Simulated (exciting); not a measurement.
Wanted: the native input for an exciting (release sodium) run.

```yaml
Task: band structure
Functional: LDA
Potentials_or_basis: all-electron LAPW+lo, shipped species files, valence relativity iora*
rgkmax: 7.5
k_mesh: 8 × 8 × 8
Occupations: fermi-dirac, width 0.05 eV
Spin: no spin polarisation
outputlevel: normal
gmaxvr_cutoff_of_density_and_potential: 14 1/bohr
lmaxapw_and_lmaxmat: 10
lmaxvr: 8
nempty: 10
Valence_relativity: iora*
epsengy: 1e-05 Ha
epspot: 1e-05 Ha
maxscl: 60
Muffin-tin_radii: Pb 2.3, S 1.9 bohr
```

PbS (Galena):

```
Pb S
1.0
     0.00000    2.96575    2.96575
     2.96575    0.00000    2.96575
     2.96575    2.96575    0.00000
Pb S
1 1
Direct
  0.00000 0.00000 0.00000
  0.50000 0.50000 0.50000
```

One way to write it, as run:

input.xml

```xml
<input>
  <title>PbS</title>
  <structure speciespath="./" tshift="false">
    <crystal scale="1">
      <basevect>0.000000000000 5.604455254109 5.604455254109</basevect>
      <basevect>5.604455254109 0.000000000000 5.604455254109</basevect>
      <basevect>5.604455254109 5.604455254109 0.000000000000</basevect>
    </crystal>
    <species speciesfile="Pb.xml" rmt="2.3">
      <atom coord="0.000000000000 0.000000000000 0.000000000000"/>
    </species>
    <species speciesfile="S.xml" rmt="1.9">
      <atom coord="0.500000000000 0.500000000000 0.500000000000"/>
    </species>
  </structure>
  <groundstate do="fromscratch" ngridk="8 8 8" rgkmax="7.5" gmaxvr="14" lmaxapw="10" lmaxmat="10" lmaxvr="8" xctype="LDA_PW" stype="Fermi Dirac" swidth="0.00183747" nempty="10" ValenceRelativity="iora*" epsengy="1e-05" epspot="1e-05" maxscl="60" outputlevel="normal"/>
  <properties>
    <bandstructure>
      <plot1d>
        <path steps="80">
          <point coord="0 0 0" label="G"/>
          <point coord="0.5 0 0.5" label="X"/>
          <point coord="0.5 0.25 0.75" label="W"/>
          <point coord="0.375 0.375 0.75" label="K"/>
          <point coord="0 0 0" label="G"/>
          <point coord="0.5 0.5 0.5" label="L"/>
          <point coord="0.625 0.25 0.625" label="U"/>
          <point coord="0.5 0.25 0.75" label="W"/>
          <point coord="0.5 0.5 0.5" label="L"/>
          <point coord="0.375 0.375 0.75" label="K" breakafter="true"/>
          <point coord="0.625 0.25 0.625" label="U"/>
          <point coord="0.5 0 0.5" label="X"/>
        </path>
      </plot1d>
    </bandstructure>
    <dos nwdos="300" winddos="-0.6 0.5" inttype="tetra" ngrdos="100" nsmdos="0" lmirep="true"/>
  </properties>
</input>
```

Potentials or basis: all-electron LAPW+lo, shipped species files, valence relativity iora*.

Run with:

```sh
$ OMP_NUM_THREADS=1 exciting_smp
```

Results of the run:

| Item | Value |
| --- | --- |
| Band gap on the k mesh | 0.23 eV, direct |
| Band gap along the path | 0.23 eV, direct |
| All electrons inside the program's atomic spheres | Pb 79.03; S 13.50 (radii Pb 2.3, S 1.9 bohr) |

Caveat: the tetrahedron DOS on this energy grid can lose part of the weight of narrow d or f bands; spin-orbit coupling is left out, which as a rule narrows the gap of such compounds by several tenths of an eV.

It took 85 s on 1 thread of Arm Neoverse V2, with other jobs on the host, peak memory 0.14 GiB.
